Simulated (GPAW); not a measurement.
## In in GPAW: the effect of target pressure

The system is In.

```
In
1.0
    -1.88253    1.88253    1.88253
     1.88253   -1.88253    1.88253
     1.88253    1.88253   -1.88253
In
1
Cartesian
  0.0000 0.0000 0.0000
```

This isn't the form of In at room conditions, which is tetragonal.

Alike in all runs:

```yaml
Program: GPAW 26.7.0
Task: relaxation of cell and atoms
Functional: PBEsol
Potentials_or_basis: PAW data sets generated in the run's folder for this functional
Cutoff: 600 eV
Basis: pw
k_mesh: 10 × 10 × 10
Occupations: fermi-dirac, width 0.05 eV
Spin: no spin polarisation
```

Each run relaxes the cell or the atoms first.

```csv
target pressure,target pressure,relaxed volume (Å³/atom)
0 GPa,-,25.51
2 GPa,2 GPa,24.55
5 GPa,5 GPa,23.37
10 GPa,10 GPa,?
20 GPa,20 GPa,20.14
30 GPa,30 GPa,18.88
```

Problem. What does the run with target pressure 10 GPa give?

Solution. Relaxed volume 21.99 Å³/atom.

Worked out: In Murnaghan's law V^(-B') rises as a straight line in P. The other rows fit best with B' = 4.5, V0 = 25.52 Å³/atom and B0 = 47 GPa, which gives 21.98 Å³/atom at 10 GPa, against the run's 21.99.

Caveats: later steps reuse the first step's grids; the volume moved by over 15 % at a fixed basis, so the end points are rough (some runs).
